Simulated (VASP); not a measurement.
# Pb, self-consistent run: which settings are enough?

Pb, Fm-3m (no. 225), 1 atom in the cell. PBE; PAW potentials Pb_d (PBE set). VASP 6.6.1.

Wanted: energy within 1 meV/atom; forces within 0.005 eV/Å; pressure within 0.1 GPa.

POSCAR:
```
Pb
1.0
    0.0000000000      2.4750200000      2.4750200000
    2.4750200000      0.0000000000      2.4750200000
    2.4750200000      2.4750200000      0.0000000000
Pb
1
Direct
    0.0000000000      0.0000000000      0.0000000000
```

## One numerical tag moved

| One numerical tag moved | Energy less reference (meV/atom) | Forces, largest deviation (eV/Å) | Pressure (GPa) | SCF iterations | Time (s) |
|---|---|---|---|---|---|
| default | 0.0 | 0.0000 | 2.56 | 11 | 6.1 |
| LMAXPAW = 0 | 0.0 | 0.0000 | 2.56 | 11 | 5.8 |
| WEIMIN = 0.0 | 0.0 | 0.0000 | 2.56 | 11 | 6.2 |
| NDAV = 8 | 0.0 | 0.0000 | 2.56 | 11 | 6.1 |
| DEPER = 0.6 | 0.0 | 0.0000 | 2.57 | 12 | 6.5 |
| EBREAK = 1e-10 | 0.0 | 0.0000 | 2.56 | 11 | 6.3 |
| LCORR = F | 0.0 | 0.0000 | 2.56 | 11 | 6.0 |
| DEPER = 0.05 | 0.0 | 0.0000 | 2.56 | 11 | 6.9 |
| LMAXPAW = -1 | -0.1 | 0.0000 | 2.55 | 11 | 5.7 |

Chosen: default; no other choice that stays within half of the tolerance saves 30 % of the time.

## The input

INCAR:
```
SYSTEM = Pb
PREC = Accurate
ENCUT = 520
EDIFF = 1E-7
ISMEAR = 1
SIGMA = 0.1
LREAL = .False.
LASPH = .True.
ALGO = Normal
NELM = 100
ISIF = 2
LWAVE = .False.
LCHARG = .False.
```

KPOINTS:
```
k-points
0
Gamma
  8 8 8
```

Commands:
```
cat potpaw_PBE.64/Pb_d/POTCAR > POTCAR
mpirun -np 1 vasp_std > vasp.out
```

The chosen input took VASP 6.6.1 6.1 s on 1 core (AMD EPYC 9R45 (Zen 5)), a shared host.
